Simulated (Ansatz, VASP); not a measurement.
One calculation of Si, two programs

Contents of INCAR:

```
SYSTEM = Si
ALGO = Normal
EDIFF = 1E-6
EDIFFG = -0.002
ENCUT = 600
GGA = PS
IBRION = 2
ISIF = 3
ISMEAR = 0
LASPH = .True.
LCHARG = .False.
LREAL = .False.
LWAVE = .False.
NELM = 100
NSW = 100
PREC = Accurate
SIGMA = 0.02
```

KPOINTS

```
k-points
0
Gamma
  10 10 10
  0 0 0
```

Contents of POSCAR:

```
Si
1.0
    0.0000000000      2.7200000000      2.7200000000
    2.7200000000      0.0000000000      2.7200000000
    2.7200000000      2.7200000000      0.0000000000
Si
2
Direct
    0.0000000000      0.0000000000      0.0000000000
    0.2500000000      0.2500000000      0.2500000000
```

Input for Ansatz:

```yaml
crystal:
  lattice:
    - [0.0, 2.72, 2.72]
    - [2.72, 0.0, 2.72]
    - [2.72, 2.72, 0.0]
  atoms:
    - { symbol: Si, position: [0.0, 0.0, 0.0] }
    - { symbol: Si, position: [0.25, 0.25, 0.25] }
basis:
  ecutwfc: 420
kpoints:
  mp_grid: { grid: [10, 10, 10] }
hamiltonian:
  xc: pbesol
  pseudopotentials: { kind: paw, azcp: { folder: soft_1 } }
scf:
  occupations: { method: gaussian, width: 0.02 }
output:
  forces: true
  stress: true
  eigenvalues: true
relax:
  adjacent_minimum: "off"
  f_tol: 0.002
  max_steps: 80
  cell: { stress_tol: 0.02 }
```

The cell was built by a generator and needn't be a form met in nature.

Alike in both runs: task relaxation of cell and atoms; functional PBEsol; k mesh 10 × 10 × 10; occupations gaussian, width 0.02 eV; no spin polarisation.

```csv
,VASP,Ansatz
version,VASP 6.6.1,Ansatz 0.2.0
potentials or method,"VASP PAW PBE potentials, release 64 (Si)","scalar-relativistic, plane waves, PAW"
plane-wave cutoff (eV),600,420
valence electrons in the cell,8,8
```

|  | VASP | Ansatz | Ansatz less VASP |
| --- | --- | --- | --- |
| gap on the k mesh at the Fermi level, each at its own relaxed structure (eV) | 0.47 | 0.48 | +0.004 |
| relaxed volume (Å³/atom) | 20.08 | 20.05 | -0.025 |
| relaxed cell length with the largest relative difference (Å) | 3.844 | 3.842 | -0.0016 |

Ansatz warned: «pseudo_functional_mismatch».

Caveats: the PAW data sets were made with another functional, which shifts forces and pressure a little (VASP). A k mesh can miss the band edges.
